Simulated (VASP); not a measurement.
# BaTiO3 (P4mm) in VASP: a series of runs

Aim: see how the results for BaTiO3 move with the level of theory and the settings. Levels: LDA, PBEsol. Tasks: relaxation of shape and atoms at fixed volume, relaxation of cell and atoms.

All numbers are computed with VASP 6.6.1; they aren't measurements. Logs are shortened: lines on timing, memory, paths and dates and some standing lists are left out, and cuts for length are marked.

### Step 1. The structure

Symmetry: P4mm, No. 99, tetragonal system. The conventional cell has a = 4.000 Å, b = 4.000 Å, c = 4.018 Å, α = 90.00°, β = 90.00°, γ = 90.00°. Ba (site symmetry 4mm) has 12 O at 2.79 to 2.88 Å as nearest neighbours. Ti (site symmetry 4mm) has 6 O at 1.89 to 2.13 Å as nearest neighbours. O (site symmetry 4mm) is surrounded by 2 Ti at 1.89 to 2.13 Å. Around O (site symmetry 2mm) lie 2 Ti at 2.00 Å.

### Step 2. Relaxation of shape and atoms at fixed volume, LDA (a relaxed cell with its volume scaled by 1.02)

INCAR

```
SYSTEM = BaTiO3
  ALGO = Fast
  EDIFF = 1E-7
  EDIFFG = -0.01
  ENCUT = 600
  IBRION = 2
  ISIF = 4
  ISMEAR = 0
  KPAR = 2
  LASPH = .TRUE.
  LCHARG = .FALSE.
  LREAL = .FALSE.
  LWAVE = .FALSE.
  NELM = 80
  NSW = 40
  PREC = Accurate
  SIGMA = 0.03
```

KPOINTS

```
k-points
0
G
  8 8 8
  0 0 0
```

POSCAR

```
BaTiO3                                  
1.0
    3.9680712861      0.0000000000      0.0000000000
    0.0000000000      3.9680712861      0.0000000000
    0.0000000000     -0.0000000000      4.0156017050
  Ba              Ti              O             
     1     1     3
Direct
     0.0000000000000000    1.0000000000000000    0.0019191113268453
     0.5000000000000000    0.5000000000000000    0.4893446043486940
     0.5000000000000000    0.5000000000000000    0.0221684771398351
     0.5000000000000000    1.0000000000000000    0.5147839035923124
     0.0000000000000000    0.5000000000000000    0.5147839035923124
```

Potentials or basis: VASP PAW LDA potentials, release 64 (Ba_sv, Ti_sv, O).

Started as:

```console
cat potpaw_LDA.64/Ba_sv/POTCAR potpaw_LDA.64/Ti_sv/POTCAR potpaw_LDA.64/O/POTCAR > POTCAR
mpirun -np 2 vasp_std > vasp.out
```

OUTCAR:

```text
SYSTEM = BaTiO3
   EDIFF = 1E-7
   EDIFFG = -0.01
   ENCUT = 600
   IBRION = 2
   ISIF = 4
   ISMEAR = 0
   LASPH = .TRUE.
   LREAL = .FALSE.
   NELM = 80
   NSW = 40
   PREC = Accurate

 ion  position               nearest neighbor table
   1  0.000  0.000  0.002-   4 2.79   5 2.79   5 2.79   4 2.79   3 2.81   3 2.81   3 2.81   3 2.81
                             4 2.86   5 2.86   5 2.86   4 2.86   2 3.42   2 3.42   2 3.42   2 3.42
   2  0.500  0.500  0.489-   3 1.88   4 1.99   5 1.99   4 1.99   5 1.99   3 2.14   1 3.42   1 3.42
                             1 3.42   1 3.42   1 3.48   1 3.48   1 3.48   1 3.48
   3  0.500  0.500  0.022-   2 1.88   2 2.14   1 2.81   1 2.81   1 2.81   1 2.81
   4  0.500  0.000  0.515-   2 1.99   2 1.99   1 2.79   1 2.79   1 2.86   1 2.86
   5  0.000  0.500  0.515-   2 1.99   2 1.99   1 2.79   1 2.79   1 2.86   1 2.86

  LATTYP: Found a simple tetragonal cell.
 ALAT       =     3.9680712861
 C/A-ratio  =     1.0119782170

  Lattice vectors:

 A1 = (   3.9680712861,   0.0000000000,   0.0000000000)
 A2 = (   0.0000000000,   3.9680712861,   0.0000000000)
 A3 = (   0.0000000000,   0.0000000000,   4.0156017050)

Analysis of symmetry for initial positions (statically):
=====================================================================
 Subroutine PRICEL returns:
 Original cell was already a primitive cell.

 Routine SETGRP: Setting up the symmetry group for a
 simple tetragonal supercell.

 Subroutine GETGRP returns: Found  8 space group operations
 (whereof  8 operations were pure point group operations)
 out of a pool of 16 trial point group operations.

The static configuration has the point symmetry C_4v.

Analysis of symmetry for dynamics (positions and initial velocities):
=====================================================================
 Subroutine PRICEL returns:
 Original cell was already a primitive cell.

 Routine SETGRP: Setting up the symmetry group for a
 simple tetragonal supercell.

 Subroutine GETGRP returns: Found  8 space group operations
 (whereof  8 operations were pure point group operations)
 out of a pool of 16 trial point group operations.

The dynamic configuration has the point symmetry C_4v.

 Subroutine INISYM returns: Found  8 space group operations
 (whereof  8 operations are pure point group operations),
 and found     1 'primitive' translations

----------------------------------------------------------------------------------------

                                     Primitive cell

  volume of cell :      63.2280

  direct lattice vectors                    reciprocal lattice vectors
     3.968071286  0.000000000  0.000000000     0.252011602  0.000000000  0.000000000
     0.000000000  3.968071286  0.000000000     0.000000000  0.252011602  0.000000000
     0.000000000  0.000000000  4.015601705     0.000000000  0.000000000  0.249028682

  length of vectors
     3.968071286  3.968071286  4.015601705     0.252011602  0.252011602  0.249028682

  position of ions in fractional coordinates (direct lattice)
     0.000000000  0.000000000  0.001919111
     0.500000000  0.500000000  0.489344604
     0.500000000  0.500000000  0.022168477
     0.500000000  0.000000000  0.514783904
     0.000000000  0.500000000  0.514783904

  ion indices of the primitive-cell ions
   primitive index   ion index
                 1           1
                 2           2
                 3           3
                 4           4
                 5           5

----------------------------------------------------------------------------------------

 KPOINTS: k-points

Automatic generation of k-mesh.
 Grid dimensions read from file:
 generate k-points for:    8    8    8

 Generating k-lattice:

  Cartesian coordinates                     Fractional coordinates (reciprocal lattice)
     0.031501450  0.000000000  0.000000000     0.125000000  0.000000000  0.000000000
     0.000000000  0.031501450  0.000000000     0.000000000  0.125000000  0.000000000
     0.000000000  0.000000000  0.031128585     0.000000000  0.000000000  0.125000000

  Length of vectors
     0.031501450  0.031501450  0.031128585

  Shift w.r.t. Gamma in fractional coordinates (k-lattice)
     0.000000000  0.000000000  0.000000000

 Subroutine IBZKPT returns following result:
 ===========================================

 Found     75 irreducible k-points:

 Following reciprocal coordinates:
            Coordinates               Weight
  0.000000  0.000000  0.000000      1.000000
  0.125000  0.000000  0.000000      4.000000
  0.250000  0.000000  0.000000      4.000000
  0.375000  0.000000  0.000000      4.000000
  0.500000  0.000000  0.000000      2.000000
  0.125000  0.125000  0.000000      4.000000
[... 16 lines left out ...]
  0.375000  0.125000  0.125000     16.000000
  0.500000  0.125000  0.125000      8.000000
 [... further k-points ...]
   k-points           NKPTS =     75   k-points in BZ     NKDIM =     75   number of bands    NBANDS=     24
   number of dos      NEDOS =    301   number of ions     NIONS =      5
   total plane-waves  NPLWV =  32768
   dimension x,y,z NGX =    32 NGY =   32 NGZ =   32
   dimension x,y,z NGXF=    64 NGYF=   64 NGZF=   64
   ions per type =               1   1   3
   NGX,Y,Z   is equivalent  to a cutoff of  13.41, 13.41, 13.25 a.u.
   NGXF,Y,Z  is equivalent  to a cutoff of  26.81, 26.81, 26.50 a.u.
 SYSTEM =  BaTiO3
   PREC   = accura    normal or accurate (medium, high low for compatibility)
   ISTART =      0    job   : 0-new  1-cont  2-samecut
   ICHARG =      2    charge: 1-file 2-atom 10-const
   ISPIN  =      1    spin polarized calculation?
   LNONCOLLINEAR =      F non collinear calculations
   LSORBIT =      F    spin-orbit coupling
   LASPH  =      T    aspherical Exc in radial PAW
   ENCUT  =  600.0 eV  44.10 Ry    6.64 a.u.   7.93  7.93  8.02*2*pi/ulx,y,z
   NELM   =     80;   NELMIN=  2; NELMDL= -5     # of ELM steps
   EDIFF  = 0.1E-06   stopping-criterion for ELM
   LREAL  =      F    real-space projection
   EDIFFG = -.1E-01   stopping-criterion for IOM
   NSW    =     40    number of steps for IOM
   IBRION =      2    ionic relax: 0-MD 1-quasi-New 2-CG
   NFREE  =      1    steps in history (QN), initial steepest desc. (CG)
   ISIF   =      4    stress and relaxation
   ISYM   =      2    0-nonsym 1-usesym 2-fastsym
   POTIM  = 0.5000    time-step for ionic-motion
   TEBEG  =    0.0;   TEEND  =   0.0 temperature during run
   PSTRESS=    0.0 pullay stress
   NELECT =      40.0000    total number of electrons
   NUPDOWN=      -1.0000    fix difference up-down
   EMIN   =  10.00;   EMAX   =-10.00  energy-range for DOS
   EFERMI =   0.00;   METHOD = LEGACY
   ISMEAR =     0;   SIGMA  =   0.03  broadening in eV -4-tet -1-fermi 0-gaus
   EFERMI_NEDOS =   21; number of points for ismear=-14 and -15
   IALGO  =     68    algorithm
   IMIX   =      4    mixing-type and parameters
     AMIX     =   0.40;   BMIX     =  1.00
     AMIX_MAG =   1.60;   BMIX_MAG =  1.00
  volume/ion in A,a.u.               =      12.65        85.34
  Fermi-wavevector in a.u.,A,eV,Ry     =   1.405373  2.655770 26.872508  1.975074
  Thomas-Fermi vector in A             =   2.527841
   LORBIT       =      0    0 simple, 1 ext, 2 COOP (PROOUT), +10 PAW based schemes
   GGA     = CA    functional components
   LHFCALC =     F    Hartree Fock is set to
   AEXX    =    0.0000 exact exchange contribution
   IVDW    =     0    specifies the selected vdW correction
   LEPSILON=     F    determine dielectric tensor
   LRPA    =     F    only Hartree local field effects (RPA)
 conjugate gradient relaxation of ions
 non-spin polarized calculation
 RMM-DIIS sequential band-by-band and
 Gauss-broadening in eV      SIGMA  =   0.03
  energy-cutoff  :      600.00
  volume of cell :       63.23
 maximum number of plane-waves:      2176
 NGX is ok and might be reduce to    32
   NGX = 15   NGY = 15   NGZ = 17

--------------------------------------- Ionic step        1  -------------------------------------------

 number of electron      39.9999987 magnetization

 Free energy of the ion-electron system (eV)
  ---------------------------------------------------
  ext. energy  EPLUGINS =         0.00000000
  ---------------------------------------------------
  free energy    TOTEN  =       -44.15685854 eV

  energy without entropy =      -44.15685854  energy(sigma->0) =      -44.15685854

------------------------ aborting loop EDIFF was not reached (unconverged)  ----------------------------

  FORCE on cell =-STRESS in cart. coord.  units (eV):
  Direction    XX          YY          ZZ          XY          YZ          ZX
  --------------------------------------------------------------------------------------
  -------------------------------------------------------------------------------------
  Total       -1.4565055     -1.4565055     -1.4438771      0.0000000      0.0000000      0.0000000
  in kB      -36.9073741    -36.9073741    -36.5873747      0.0000000      0.0000000      0.0000000
  external PRESSURE =     -36.8007076 kB  Pullay stress =       0.0000000 kB
[... 98 lines left out ...]
  FREE ENERGIE OF THE ION-ELECTRON SYSTEM (eV)
  ---------------------------------------------------
  free  energy   TOTEN  =       -44.1598029843 eV

  energy  without entropy=      -44.1598029843  energy(sigma->0) =      -44.15980298

[... ionic steps 4 to 9 ...]

--------------------------------------- Ionic step       10  -------------------------------------------

 number of electron      39.9999990 magnetization

------------------------ aborting loop because EDIFF is reached ----------------------------------------
[... 73 lines left out ...]
--------------------------------------- Ionic step       12  -------------------------------------------

 number of electron      39.9999989 magnetization

 Free energy of the ion-electron system (eV)
  ---------------------------------------------------
  ext. energy  EPLUGINS =         0.00000000
  ---------------------------------------------------
  free energy    TOTEN  =       -44.16193051 eV

  energy without entropy =      -44.16193051  energy(sigma->0) =      -44.16193051

 E-fermi :   3.8589     XC(G=0): -11.7998

 val. band max:        3.7294949894   @ k =   0.5000   0.5000   0.5000
 cond. band min:       5.4649683205   @ k =   0.0000   0.0000   0.0000
 fundamental gap:      1.7354733310
 Fermi energy:         3.8588627289

 k-point     1 :       0.0000    0.0000    0.0000
  band No.  band energies     occupation
      1     -52.0302      2.00000
      2     -28.7247      2.00000
      3     -28.6560      2.00000
      4     -28.6560      2.00000
      5     -21.0210      2.00000
      6     -12.9776      2.00000
[... 637 lines left out ...]
     23       7.3932      0.00000
     24       8.5593      0.00000

 [... further k-points ...]
[... 5 lines left out ...]
  --------------------------------------------------------------------------------------
  -------------------------------------------------------------------------------------
  Total       -1.1069868     -1.1069868     -1.0663228      0.0000000      0.0000000      0.0000000
  in kB      -28.0506850    -28.0506850    -27.0202723      0.0000000      0.0000000      0.0000000
  external PRESSURE =     -27.7072141 kB  Pullay stress =       0.0000000 kB
[... 20 lines left out ...]
  FREE ENERGIE OF THE ION-ELECTRON SYSTEM (eV)
  ---------------------------------------------------
  free  energy   TOTEN  =       -44.1619305074 eV

  energy  without entropy=      -44.1619305074  energy(sigma->0) =      -44.16193051

 reached required accuracy - stopping structural energy minimisation
```

Run time: 6.4 min. Hardware: 2 MPI ranks of Intel Xeon Platinum 8488C (Sapphire Rapids), shared host; peak memory 0.27 GiB.

What came out:

| Item | Value |
| --- | --- |
| Free energy | -44.1619 eV |
| Energy gained by relaxing | 1.0 meV/atom |
| Ionic steps | 12 |
| Pressure after relaxing | -2.8 GPa |
| Largest force after relaxing | 0.006 eV/Å |
| Band gap on the k mesh | 1.74 eV, indirect (least direct gap 2.13 eV) |

Forces on the atoms (eV/Å):
```
Ba   0.000  0.000 -0.003
Ti   0.000  0.000  0.006
O    0.000  0.000  0.003
O    0.000  0.000 -0.003
O    0.000  0.000 -0.003
```

Stress tensor (GPa, compression positive):
```
-2.81  0.00  0.00
 0.00 -2.81  0.00
 0.00  0.00 -2.70
```

The path:
```tsv
step	energy change (eV)	largest force (eV/Å)	pressure (GPa)
1	0.0000	0.1472	-3.68
2	-0.0029	0.0729	-3.42
3	-0.0029	0.0682	-3.40
4	-0.0031	0.0588	-3.36
5	-0.0032	0.0385	-3.27
6	-0.0032	0.0515	-3.10
7	-0.0033	0.0324	-3.19
8	-0.0043	0.0351	-3.01
9	-0.0048	0.0414	-2.74
10	-0.0050	0.0218	-2.79
11	-0.0050	0.0233	-2.81
12	-0.0051	0.0055	-2.77
```

Final structure:
```yaml
crystal:
  lattice:
    - [3.95558, 0.00000, 0.00000]
    - [0.00000, 3.95558, 0.00000]
    - [0.00000, 0.00000, 4.04100]
  atoms:
    - { symbol: Ba, position: [0.00000, 0.00000, 0.99911] }
    - { symbol: Ti, position: [0.50000, 0.50000, 0.48366] }
    - { symbol: O, position: [0.50000, 0.50000, 0.02762] }
    - { symbol: O, position: [0.50000, 0.00000, 0.51630] }
    - { symbol: O, position: [0.00000, 0.50000, 0.51630] }
```

Caveat: spin-orbit coupling is left out, which moves the levels of the heavy elements. A k mesh can miss the band edges.

[end of part 1 of 3]
